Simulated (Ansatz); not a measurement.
**Relaxing SnSe₂**

Computed with Ansatz, DFT r2SCAN, scalar-relativistic, plane waves, PAW. Run with 500 eV cutoff, 6×6×6 k-mesh, Gaussian smearing of 0.10 eV, no spin polarisation.

What was changed in SiO2: O → Se, Si → Sn on all its sites, cell and atoms relaxed.

Command:

```bash
ansatz run input.yaml --threads 2 --pin off --max-ram 5120MiB --backend cpu --events-out ev --progress --plain --runs-dir out
```

Input:

```yaml
crystal:
  lattice:
    - [-3.8540340014, 6.345150325, 6.836148763]
    - [3.8540340014, -6.345150325, 6.836148763]
    - [3.8540340014, 6.345150325, -6.836148763]
  atoms:
    - { symbol: Sn, position: [0.8902437521, 0.8238870963, 0.0663566558] }
    - { symbol: Sn, position: [0.7424695596, 0.1761129037, 0.5663566558] }
    - { symbol: Sn, position: [0.1097562479, 0.1761129037, 0.9336433442] }
    - { symbol: Sn, position: [0.2575304404, 0.8238870963, 0.4336433442] }
    - { symbol: Se, position: [0.1503636512, 0.9003636512, 0.25] }
    - { symbol: Se, position: [0.8496363488, 0.0996363488, 0.75] }
    - { symbol: Se, position: [0.7126457802, 0.5, 0.7126457802] }
    - { symbol: Se, position: [0.2873542198, 0.0, 0.7873542198] }
    - { symbol: Se, position: [0.2873542198, 0.5, 0.2873542198] }
    - { symbol: Se, position: [0.7126457802, 0.0, 0.2126457802] }
    - { symbol: Se, position: [0.0, 0.0, 0.0] }
    - { symbol: Se, position: [0.5, 0.0, 0.5] }
basis:
  ecutwfc: 500
kpoints:
  mp_grid: { grid: [6, 6, 6] }
hamiltonian:
  xc: r2scan
scf:
  occupations: { method: gaussian, width: 0.1 }
output:
  forces: true
  stress: true
  eigenvalues: true
relax:
  adjacent_minimum: "off"
  f_tol: 0.01
  max_steps: 60
  cell: { stress_tol: 0.1 }
```

F is the free energy. Steps run on the plane waves of an earlier cell, but the last one, and at times one on the way, on a freshly chosen basis, so a repeated geometry can differ a little in energy.

Steps:

```csv
step,F − F(1) (eV),largest force component (eV/Å),V (Å³/atom),P (GPa)
1,0.0000,0.017,55.725,0.00
2,-0.0001,0.017,55.675,0.00
3,-0.0001,0.002,55.680,0.00
4,-0.0001,0.002,55.680,0.00
```

Relaxed structure:

```
CELL_PARAMETERS angstrom
-3.85551 6.33908 6.83461
3.85551 -6.33908 6.83461
3.85551 6.33908 -6.83461
ATOMIC_POSITIONS crystal
Sn 0.89010 0.82383 0.06628
Sn 0.74245 0.17617 0.56628
Sn 0.10990 0.17617 0.93372
Sn 0.25755 0.82383 0.43372
Se 0.15071 0.90071 0.25000
Se 0.84929 0.09929 0.75000
Se 0.71248 0.50000 0.71248
Se 0.28752 0.00000 0.78752
Se 0.28752 0.50000 0.28752
Se 0.71248 0.00000 0.21248
Se 0.00000 0.00000 0.00000
Se 0.50000 0.00000 0.50000
```

Symmetry: Imma, No. 74, orthorhombic system. Conventional cell: a = 7.711 Å, b = 12.678 Å, c = 13.669 Å, α = 90.00°, β = 90.00°, γ = 90.00°. Around Sn (site symmetry m) lie 4 Se at 2.54 to 2.56 Å. Se (site symmetry mm2) has 2 Sn at 2.56 Å as nearest neighbours. Around Se (site symmetry 2) lie 2 Sn at 2.54 Å. Se (site symmetry 2/m) has 2 Sn at 2.55 Å as nearest neighbours.

The run converged. The run took 14 min on 2 threads of Oxide Virtual Turin-like Processor (Zen 5) (shared host), peak memory 4.5 GiB.